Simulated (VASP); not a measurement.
The system is BaTiO3.

```
Ba Ti O
1.0
     4.00600    0.00000    0.00000
     0.00000    4.00600    0.00000
     0.00000    0.00000    4.00600
Ba Ti O
1 1 3
Direct
  0.50000 0.50000 0.50000
  0.00000 0.00000 0.00000
  0.50000 0.00000 0.00000
  0.00000 0.50000 0.00000
  0.00000 0.00000 0.50000
```

| Quantity | Value |
| --- | --- |
| Program | VASP 6.6.1 |
| Task | relaxation of cell and atoms |
| Functional | PBEsol |
| Potentials or basis | VASP PAW PBE potentials, release 64 (Ba_sv, Ti_sv, O) |
| Cutoff | 600 eV |
| k mesh | 8 × 8 × 8 |
| Occupations | gaussian, width 0.03 eV |
| Spin | no spin polarisation |

At the start: pressure -2.9 GPa; volume 12.86 Å³/atom.

Question: Where does the relaxation end?

Answer: Over 3 steps the energy falls by 2.1 meV/atom and the volume is 12.64 Å³/atom (-1.7 %); space group Pm-3m (No. 221, to 0.05 Å).

The path:
| step | energy change (eV) | largest force (eV/Å) | pressure (GPa) | volume (Å³) |
| --- | --- | --- | --- | --- |
| 1 | 0.0000 | 0.0000 | -2.93 | 64.29 |
| 2 | 0.0001 | 0.0000 | 3.16 | 62.12 |
| 3 | -0.0103 | 0.0000 | 0.00 | 63.19 |

Final structure:
```cif
data_structure
_symmetry_space_group_name_H-M 'P 1'
_symmetry_Int_Tables_number 1
_cell_length_a 3.9831
_cell_length_b 3.9831
_cell_length_c 3.9831
_cell_angle_alpha 90.000
_cell_angle_beta 90.000
_cell_angle_gamma 90.000
_cell_volume 63.19
loop_
_atom_site_label
_atom_site_type_symbol
_atom_site_fract_x
_atom_site_fract_y
_atom_site_fract_z
_atom_site_occupancy
Ba1 Ba 0.50000 0.50000 0.50000 1
Ti1 Ti 0.00000 0.00000 0.00000 1
O1 O 0.50000 0.00000 0.00000 1
O2 O 0.00000 0.50000 0.00000 1
O3 O 0.00000 0.00000 0.50000 1
```

Caveat: the PAW data sets were made with another functional, which shifts forces and pressure a little.
